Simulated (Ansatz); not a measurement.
# WSe2: the cost of one run

Program: Ansatz 0.2.0. Level of theory: DFT r2SCAN, scalar-relativistic, plane waves, PAW. These are calculated values, not measurements.

1 further run of the same task is left out (set aside as unsound or not needed). Runs told in other sessions of the task aren't counted.

## (1) The system as given

The structure is trigonal, space group P-3m1 (No. 164). The conventional cell has a = 3.315 Å, b = 3.315 Å, c = 24.082 Å, α = 90.00°, β = 90.00°, γ = 120.00°. W (site symmetry 3m) is surrounded by 6 Se at 2.53 Å. Se (site symmetry 3m) has 3 W at 2.53 Å in its first shell of neighbours.

As a file:

```cif
data_structure
_symmetry_space_group_name_H-M 'P 1'
_symmetry_Int_Tables_number 1
_cell_length_a 3.3147
_cell_length_b 3.3147
_cell_length_c 24.0818
_cell_angle_alpha 90.000
_cell_angle_beta 90.000
_cell_angle_gamma 120.000
_cell_volume 229.15
loop_
_atom_site_label
_atom_site_type_symbol
_atom_site_fract_x
_atom_site_fract_y
_atom_site_fract_z
_atom_site_occupancy
W1 W 0.66667 0.33333 0.14239 1
W2 W 0.33333 0.66667 0.85761 1
Se1 Se 0.33333 0.66667 0.21135 1
Se2 Se 0.66667 0.33333 0.92662 1
Se3 Se 0.33333 0.66667 0.07338 1
Se4 Se 0.66667 0.33333 0.78865 1
```

It goes back to an entry of the Materials Project, which need not be the stable form.

It is the result of an earlier relaxation at this level (volume 38.19 Å³/atom; gap on the mesh: 1.60 eV).

## (2) Zero of energy

Reference values: F = -42710.7345 eV; pressure 0.00 GPa; largest force 0.000 eV/Å; gap on the mesh 1.60 eV. It was computed beforehand with the settings of the runs below.

## (3) The scan: energy and stress against strain

The cell is strained by ε times the Voigt pattern (1, 0, 0, 0, 0, 0) (xx, yy, zz, yz, xz, xy; engineering shear), with fractional coordinates fixed (clamped ions). The stress on the pattern is the sum of the stress components weighted by it, tension positive.

## (4) Point ε = -0.0600

File input.yaml:

```yaml
crystal:
  lattice:
    - [3.1158357608, 0.0, 0.0]
    - [-1.5579178804, 2.870630769, 0.0]
    - [0.0, 0.0, 24.0817853218]
  atoms:
    - { symbol: W, position: [0.6666666667, 0.3333333333, 0.1423922113] }
    - { symbol: W, position: [0.3333333333, 0.6666666667, 0.8576077887] }
    - { symbol: Se, position: [0.3333333333, 0.6666666667, 0.2113531704] }
    - { symbol: Se, position: [0.6666666667, 0.3333333333, 0.9266195386] }
    - { symbol: Se, position: [0.3333333333, 0.6666666667, 0.0733804614] }
    - { symbol: Se, position: [0.6666666667, 0.3333333333, 0.7886468296] }
basis:
  ecutwfc: 500
kpoints:
  mp_grid: { grid: [12, 12, 2] }
hamiltonian:
  xc: r2scan
scf:
  occupations: { method: gaussian, width: 0.05 }
output:
  forces: true
  stress: true
  eigenvalues: true
```

The run is started by

```
$ ansatz run input.yaml --threads 1 --pin off --max-ram 2560MiB --backend cpu --events-out ev --progress --plain --runs-dir out
```

**Question.** How long does this run take on 1 thread of Intel Xeon 6975P-C (Granite Rapids), shared host, and how much memory does it need?

About 61 s, with a peak of 1.4 GiB.
